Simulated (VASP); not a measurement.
# VASP 6.6.1 run: Si

INCAR

```
EDIFF = 1E-7
SIGMA = 0.5
LREAL = .FALSE.
IBRION = -1
NELM = 71
LCHARG = .FALSE.
LWAVE = .FALSE.
NBANDS = 11
LASPH = .TRUE.
ENCUT = 520
GGA = PE
ISMEAR = -5
ISIF = 2
PREC = Accurate
NSW = 0
```

KPOINTS

```
KPOINTS created by Atomic Simulation Environment
0
Gamma
8 8 8
0 0 0
```

POSCAR

```
Si
 1.0000000000000000
     0.0000000000000000    2.6676765176999999    2.7620476182000000
     2.6676765176999999    0.0000000000000000    2.7620476182000000
     2.6676765176999999    2.6676765176999999    0.0000000000000000
 Si
   2
Cartesian
  0.0000000000000000  0.0000000000000000  0.0000000000000000
  1.3338382588500000  1.3338382588500000  1.3810238091000000
```

The recommended PBE PAW datasets give the neutral cell 8 valence electrons.

Command

```
mpirun -np 1 vasp_std
```

Task: How does this run end, and what does it give?

Result: It converged. Results: gap between bands v and c on the k mesh 0.40 eV; least direct gap on the k mesh 2.45 eV; pressure 3.8 GPa. Band v is the last that the valence electrons fill when counted band by band, and c is the next.

OSZICAR

```
N       E                     dE             d eps       ncg     rms          rms(c)
DAV:   1     0.639536512151E+01    0.63954E+01   -0.31304E+03  1298   0.563E+02
DAV:   2    -0.104649539038E+02   -0.16860E+02   -0.16311E+02  1796   0.846E+01
DAV:   3    -0.110055144446E+02   -0.54056E+00   -0.53888E+00  1632   0.124E+01
DAV:   4    -0.110096098318E+02   -0.40954E-02   -0.40950E-02  1556   0.141E+00
DAV:   5    -0.110096487097E+02   -0.38878E-04   -0.38877E-04  1619   0.125E-01    0.500E+00
DAV:   6    -0.108764841793E+02    0.13316E+00   -0.77163E-02  1475   0.114E+00    0.305E+00
DAV:   7    -0.108165224819E+02    0.59962E-01   -0.14613E-01  1503   0.168E+00    0.201E-01
DAV:   8    -0.108177632631E+02   -0.12408E-02   -0.62448E-03  1481   0.430E-01    0.825E-02
DAV:   9    -0.108179595240E+02   -0.19626E-03   -0.18675E-04  1607   0.849E-02    0.610E-02
DAV:  10    -0.108179845914E+02   -0.25067E-04   -0.21403E-05  1544   0.268E-02    0.613E-03
DAV:  11    -0.108179850809E+02   -0.48952E-06   -0.21001E-06  1561   0.753E-03    0.339E-03
DAV:  12    -0.108179852054E+02   -0.12455E-06   -0.42433E-07  1491   0.411E-03    0.228E-03
DAV:  13    -0.108179852512E+02   -0.45733E-07   -0.48880E-09   937   0.469E-04
   1 F= -.10817985E+02 E0= -.10817985E+02  d E =0.000000E+00
```

For comparison, a separate PBE run of the intended cell, on usual settings and not on those above, gives a gap of 0.40 eV on its mesh and a pressure of 3.8 GPa.
